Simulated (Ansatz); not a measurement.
Orbital character of the bands of CaF2

```xyz
3
Lattice="0.0000 2.7313 2.7313 2.7313 0.0000 2.7313 2.7313 2.7313 0.0000" Properties=species:S:1:pos:R:3 pbc="T T T"
Ca    0.0000    0.0000    0.0000
F     1.3656    1.3656    1.3656
F     4.0969    4.0969    4.0969
```

Atom numbers follow the list: Ca1, F2, F3.

The cell is COD entry 5000222, as deposited and not checked against the literature; nothing was relaxed.

Level of theory: DFT, PBE, all-electron LAPW, scalar-relativistic (Ansatz 0.2.0).

Settings: a Γ-centred 8×8×8 k mesh, Fermi–Dirac smearing of 0.02 eV, basis error target 1 meV/atom, no spin polarisation.

Weights are projections on a minimal set of Löwdin-orthogonalised atomic shells, summed over atoms of an element; the rest lies outside that basis, and weights on diffuse cation s shells are inflated where empty shells are missing from it. Energies are in eV from the valence-band top.

Points: U (0.625, 0.250, 0.625), K (0.375, 0.375, 0.750).

```
      state             character
U, -2.43 eV  F 2p 92 %, Ca 4s 6 %
U, -1.73 eV             F 2p 96 %
U, -1.50 eV             F 2p 97 %
U, -0.64 eV             F 2p 98 %
U, -0.44 eV             F 2p 98 %
U, -0.10 eV             F 2p 99 %
K, -2.43 eV  F 2p 92 %, Ca 4s 6 %
K, -1.73 eV             F 2p 96 %
K, -1.50 eV             F 2p 97 %
K, -0.64 eV             F 2p 98 %
K, -0.44 eV             F 2p 98 %
K, -0.10 eV             F 2p 99 %
```
